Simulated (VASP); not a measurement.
# FeO (Wuestite) (Fm-3m) in VASP: a series of runs

One crystal, FeO (Wuestite), is run at these levels: LDA; tasks: single point.

All numbers are computed with VASP 6.6.1; they aren't measurements. Logs are shortened: lines on timing, memory, paths and dates and some standing lists are left out, and cuts for length are marked.

### 1 The crystal as given

Symmetry: Fm-3m, No. 225, cubic system. Conventional cell: a = 4.311 Å, b = 4.311 Å, c = 4.311 Å, α = 90.00°, β = 90.00°, γ = 90.00°. Fe (site symmetry m-3m) is surrounded by 6 O at 2.16 Å. O (site symmetry m-3m) is surrounded by 6 Fe at 2.16 Å.

### 2 Single point, LDA, collinear spin, ferromagnetic start

File INCAR:

```
PREC     = Accurate       # precision mode
ENCUT    = 350            # plane-wave cutoff, eV
EDIFF    = 1E-7           # SCF threshold, eV
ISMEAR   = 0              # smearing method
SIGMA    = 0.05           # smearing width, eV
LREAL    = False          # projectors in reciprocal space
LASPH    = True           # aspherical terms in the spheres
NELM     = 100            # most SCF steps
ALGO     = Normal         # electronic algorithm
ISIF     = 2              # what is computed and relaxed
LWAVE    = False          # write WAVECAR
LCHARG   = False          # write CHGCAR
ISPIN    = 2              # spin polarisation
MAGMOM   = 3 0            # initial moments
LORBIT   = 11             # projections on sites
LMAXMIX  = 4              # l up to which the mixer works
NBANDS   = 18             # bands
ADDGRID  = False
```

File KPOINTS:

```
Automatic mesh
0
Gamma
  6 6 6
```

File POSCAR:

```
FeO
1.0
    0.0000000000      2.1554000000      2.1554000000
    2.1554000000      0.0000000000      2.1554000000
    2.1554000000      2.1554000000      0.0000000000
Fe O
1 1
Direct
    0.0000000000      0.0000000000      0.0000000000
    0.5000000000      0.5000000000      0.5000000000
```

Potentials or basis: VASP PAW LDA potentials, release 64 (Fe, O).

Command:

```sh
$ cat potpaw_LDA.64/Fe/POTCAR potpaw_LDA.64/O/POTCAR > POTCAR
$ mpirun -np 1 vasp_std > vasp.out
```

OUTCAR:

```text
PREC = Accurate
   ENCUT = 350
   EDIFF = 1E-7
   ISMEAR = 0
   LREAL = False
   LASPH = True
   NELM = 100
   ISIF = 2
   ISPIN = 2
   LORBIT = 11

 Found     16 irreducible k-points:

 Following reciprocal coordinates:
            Coordinates               Weight
  0.000000  0.000000  0.000000      1.000000
  0.166667  0.000000  0.000000      8.000000
  0.333333  0.000000  0.000000      8.000000
  0.500000  0.000000  0.000000      4.000000
  0.166667  0.166667  0.000000      6.000000
  0.333333  0.166667  0.000000     24.000000
   k-points           NKPTS =     16   k-points in BZ     NKDIM =     16   number of bands    NBANDS=     18
   number of dos      NEDOS =    301   number of ions     NIONS =      2
   total plane-waves  NPLWV =   8000
   dimension x,y,z NGX =    20 NGY =   20 NGZ =   20
   dimension x,y,z NGXF=    40 NGYF=   40 NGZF=   40
   ions per type =               1   1
   NGX,Y,Z   is equivalent  to a cutoff of  10.91, 10.91, 10.91 a.u.
   NGXF,Y,Z  is equivalent  to a cutoff of  21.82, 21.82, 21.82 a.u.
 SYSTEM =  unknown system
   PREC   = accura    normal or accurate (medium, high low for compatibility)
   ISTART =      0    job   : 0-new  1-cont  2-samecut
   ICHARG =      2    charge: 1-file 2-atom 10-const
   ISPIN  =      2    spin polarized calculation?
   LNONCOLLINEAR =      F non collinear calculations
   LSORBIT =      F    spin-orbit coupling
   LASPH  =      T    aspherical Exc in radial PAW
   ENCUT  =  350.0 eV  25.72 Ry    5.07 a.u.   4.65  4.65  4.65*2*pi/ulx,y,z
   NELM   =    100;   NELMIN=  2; NELMDL= -5     # of ELM steps
   EDIFF  = 0.1E-06   stopping-criterion for ELM
   LREAL  =      F    real-space projection
   EDIFFG = 0.1E-05   stopping-criterion for IOM
   NSW    =      0    number of steps for IOM
   IBRION =     -1    ionic relax: 0-MD 1-quasi-New 2-CG
   NFREE  =      0    steps in history (QN), initial steepest desc. (CG)
   ISIF   =      2    stress and relaxation
   ISYM   =      2    0-nonsym 1-usesym 2-fastsym
   POTIM  = 0.5000    time-step for ionic-motion
   TEBEG  =    0.0;   TEEND  =   0.0 temperature during run
   PSTRESS=    0.0 pullay stress
   NELECT =      14.0000    total number of electrons
   NUPDOWN=      -1.0000    fix difference up-down
   EMIN   =  10.00;   EMAX   =-10.00  energy-range for DOS
   EFERMI =   0.00;   METHOD = LEGACY
   ISMEAR =     0;   SIGMA  =   0.05  broadening in eV -4-tet -1-fermi 0-gaus
   EFERMI_NEDOS =   21; number of points for ismear=-14 and -15
   IALGO  =     38    algorithm
   IMIX   =      4    mixing-type and parameters
     AMIX     =   0.40;   BMIX     =  1.00
     AMIX_MAG =   1.60;   BMIX_MAG =  1.00
  volume/ion in A,a.u.               =      10.01        67.57
  Fermi-wavevector in a.u.,A,eV,Ry     =   1.452935  2.745650 28.722187  2.111021
  Thomas-Fermi vector in A             =   2.570260
   LORBIT       =     11    0 simple, 1 ext, 2 COOP (PROOUT), +10 PAW based schemes
   GGA     = CA    functional components
   LHFCALC =     F    Hartree Fock is set to
   AEXX    =    0.0000 exact exchange contribution
   IVDW    =     0    specifies the selected vdW correction
   LEPSILON=     F    determine dielectric tensor
   LRPA    =     F    only Hartree local field effects (RPA)
 spin polarized calculation
 Gauss-broadening in eV      SIGMA  =   0.05
  energy-cutoff  :      350.00
  volume of cell :       20.03
 maximum number of plane-waves:       310
 NGX is ok and might be reduce to    20
   NGX =  9   NGY =  9   NGZ =  9

 number of electron      14.0000007 magnetization       3.9998459

 Free energy of the ion-electron system (eV)
  ---------------------------------------------------
  ext. energy  EPLUGINS =         0.00000000
  ---------------------------------------------------
  free energy    TOTEN  =       -16.44448368 eV

  energy without entropy =      -16.44232990  energy(sigma->0) =      -16.44340679

 E-fermi :   5.8349     XC(G=0): -12.6223

 val. band max:        5.8192570546   @ k =   0.1667   0.1667   0.0000
 cond. band min:       5.9064679177   @ k =  -0.3333   0.3333   0.1667
 fundamental gap:      0.0872108630
 Fermi energy:         5.8349470045

 spin component 1

 k-point     1 :       0.0000    0.0000    0.0000
  band No.  band energies     occupation
      1     -14.5769      1.00000
      2       2.0688      1.00000
      3       2.0688      1.00000
      4       2.0688      1.00000
      5       2.1894      1.00000
      6       2.1894      1.00000
[... 10 lines left out ...]
     17      26.4170      0.00000
     18      29.5295      0.00000

 k-point     2 :       0.1667    0.0000    0.0000
  band No.  band energies     occupation
      1     -14.3039      1.00000
      2       0.1579      1.00000
      3       0.7328      1.00000
      4       0.7328      1.00000
      5       2.4114      1.00000
      6       2.4114      1.00000
[... 10 lines left out ...]
     17      29.2874      0.00000
     18      32.6362      0.00000

 k-point     3 :       0.3333    0.0000    0.0000
  band No.  band energies     occupation
      1     -13.6956      1.00000
      2      -1.9783      1.00000
      3      -0.3025      1.00000
      4      -0.3025      1.00000
      5       2.8179      1.00000
      6       2.8179      1.00000
[... 10 lines left out ...]
     17      31.2566      0.00000
     18      33.9468      0.00000

 k-point     4 :       0.5000    0.0000    0.0000
  band No.  band energies     occupation
      1     -13.3483      1.00000
      2      -2.8781      1.00000
      3      -0.6701      1.00000
      4      -0.6701      1.00000
      5       3.0325      1.00000
      6       3.0325      1.00000
[... 10 lines left out ...]
     17      29.5565      0.00000
     18      32.0067      0.00000

 k-point     5 :       0.1667    0.1667    0.0000
  band No.  band energies     occupation
      1     -14.2324      1.00000
      2      -0.4670      1.00000
      3       1.1898      1.00000
      4       1.1898      1.00000
      5       1.9436      1.00000
      6       2.5593      1.00000
[... 10 lines left out ...]
     17      29.9071      0.00000
     18      30.0599      0.00000

 k-point     6 :       0.3333    0.1667    0.0000
  band No.  band energies     occupation
      1     -13.7787      1.00000
      2      -1.5574      1.00000
      3       0.0145      1.00000
      4       0.3355      1.00000
      5       2.2168      1.00000
      6       2.9064      1.00000
[... 10 lines left out ...]
     17      32.8442      0.00000
     18      33.8272      0.00000

 [... further k-points ...]

 spin component 2

 k-point     1 :       0.0000    0.0000    0.0000
  band No.  band energies     occupation
      1     -14.0092      1.00000
      2       2.6678      1.00000
      3       2.6678      1.00000
      4       2.6678      1.00000
      5       5.0740      1.00000
      6       5.0740      1.00000
[... 10 lines left out ...]
     17      27.7070      0.00000
     18      30.6758      0.00000

 k-point     2 :       0.1667    0.0000    0.0000
  band No.  band energies     occupation
      1     -13.7340      1.00000
      2       0.9831      1.00000
      3       1.9623      1.00000
      4       1.9623      1.00000
      5       5.3601      1.00000
      6       5.3679      1.00000
[... 10 lines left out ...]
     17      30.3139      0.00000
     18      33.8333      0.00000

 k-point     3 :       0.3333    0.0000    0.0000
  band No.  band energies     occupation
      1     -13.1208      1.00000
      2      -1.1930      1.00000
      3       1.0435      1.00000
      4       1.0435      1.00000
      5       5.9150      0.01180
      6       5.9150      0.01180
[... 10 lines left out ...]
     17      31.8994      0.00000
     18      34.7587      0.00000

 k-point     4 :       0.5000    0.0000    0.0000
  band No.  band energies     occupation
      1     -12.7707      1.00000
      2      -2.1124      1.00000
      3       0.6909      1.00000
      4       0.6909      1.00000
      5       6.2045      0.00000
      6       6.2045      0.00000
[... 10 lines left out ...]
     17      30.0778      0.00000
     18      32.6381      0.00000

 k-point     5 :       0.1667    0.1667    0.0000
  band No.  band energies     occupation
      1     -13.6606      1.00000
      2       0.5647      1.00000
      3       2.1157      1.00000
      4       2.1157      1.00000
      5       4.7076      1.00000
      6       5.8193      0.67140
[... 10 lines left out ...]
     17      31.1429      0.00000
     18      31.1429      0.00000

 k-point     6 :       0.3333    0.1667    0.0000
  band No.  band energies     occupation
      1     -13.1996      1.00000
      2      -0.6907      1.00000
      3       1.1496      1.00000
      4       1.4631      1.00000
      5       4.9154      1.00000
      6       6.1219      0.00000
[... 10 lines left out ...]
     17      33.5689      0.00000
     18      34.7016      0.00000

 [... further k-points ...]

------------------------ aborting loop because EDIFF is reached ----------------------------------------

  FORCE on cell =-STRESS in cart. coord.  units (eV):
  Direction    XX          YY          ZZ          XY          YZ          ZX
  --------------------------------------------------------------------------------------
  -------------------------------------------------------------------------------------
  Total       -3.7680719     -3.7680719     -3.7680719      0.0000000     -0.0000000      0.0000000
  in kB     -301.4505898   -301.4505898   -301.4505898      0.0000000     -0.0000000      0.0000000
  external PRESSURE =    -301.4505898 kB  Pullay stress =       0.0000000 kB

 VOLUME and BASIS-vectors are now :
 -----------------------------------------------------------------------------
  energy-cutoff  :      350.00
  volume of cell :       20.03
      direct lattice vectors                 reciprocal lattice vectors
     0.000000000  2.155400000  2.155400000    -0.231975503  0.231975503  0.231975503
     2.155400000  0.000000000  2.155400000     0.231975503 -0.231975503  0.231975503
     2.155400000  2.155400000  0.000000000     0.231975503  0.231975503 -0.231975503

 POSITION                                       TOTAL-FORCE (eV/Angst)
 -----------------------------------------------------------------------------------
      0.00000      0.00000      0.00000         0.000000      0.000000     -0.000000
      2.15540      2.15540      2.15540        -0.000000     -0.000000      0.000000
 -----------------------------------------------------------------------------------
    total drift:                                0.000000      0.000000      0.000000

  FREE ENERGIE OF THE ION-ELECTRON SYSTEM (eV)
  ---------------------------------------------------
  free  energy   TOTEN  =       -16.4444836827 eV

  energy  without entropy=      -16.4423298999  energy(sigma->0) =      -16.44340679

 total charge

# of ion       s       p       d       tot
------------------------------------------
    1        0.293   0.365   6.096   6.753
    2        1.594   3.447   0.000   5.042
--------------------------------------------------
tot          1.887   3.812   6.096  11.794

 magnetization (x)

# of ion       s       p       d       tot
------------------------------------------
    1        0.025   0.021   3.534   3.581
    2        0.031   0.285   0.000   0.316
--------------------------------------------------
tot          0.056   0.306   3.534   3.896
```

It took 8.9 s on 1 thread of Intel Xeon Platinum 8375C at 2.90GHz (Ice Lake), shared host; peak memory 0.12 GiB.

The run converged, but a check on its numbers failed (symmetry, net force, bounds or a known fault of this set-up), so they aren't taken as properties of the crystal.

Caveat: the k mesh is coarse (spacing up to 0.42 Å⁻¹), so the values aren't converged; the cutoff lies under the usual one of these potentials, so the numbers hold a large basis-set error; a pressure of tens of GPa on the cell as given is suspect, and the run, the potentials or the cell itself is likely at fault; a cell with one magnetic atom can't hold antiferromagnetic order, which such compounds often take; semilocal functionals often make such compounds metallic where correlation or magnetic order opens a gap, which also shifts bond lengths.

### 3 Single point, LDA, collinear spin, ferromagnetic start

INCAR: that of step 2 with these lines changed.

```diff
@@ -1,3 +1,3 @@
 PREC     = Accurate       # precision mode
-ENCUT    = 350            # plane-wave cutoff, eV
+ENCUT    = 400            # plane-wave cutoff, eV
 EDIFF    = 1E-7           # SCF threshold, eV
```

KPOINTS is that of step 2.

POSCAR is that of step 2.

Potentials or basis: VASP PAW LDA potentials, release 64 (Fe, O).

Command:

```sh
$ cat potpaw_LDA.64/Fe/POTCAR potpaw_LDA.64/O/POTCAR > POTCAR
$ mpirun -np 1 vasp_std > vasp.out
```

Wall time 13 s (1 thread of Intel Xeon Platinum 8375C at 2.90GHz (Ice Lake), shared host); peak memory 0.12 GiB.

The run converged, but some of its settings lie outside the range that counts as converged, so its numbers aren't taken as properties of the crystal.

Results:

```yaml
Free_energy: -16.4072 eV
Band_gap_on_the_k_mesh: none (metal or under the smearing width)
Net_moment: 4.00 μB per cell
Site_moments: Fe +3.58; O +0.32 μB
Valence_electrons_inside_the_program's_atomic_spheres: Fe 6.76; O 4.99
```

Caveat: the k mesh is coarse (spacing up to 0.42 Å⁻¹), so the values aren't converged; the cutoff is under 1.25 times the usual one of these potentials, so pressure, stress and relaxed cells hold a basis-set (Pulay) error; a cell with one magnetic atom can't hold antiferromagnetic order, which such compounds often take; semilocal functionals often make such compounds metallic where correlation or magnetic order opens a gap, which also shifts bond lengths.

(Part 1 of 3 ends here.)
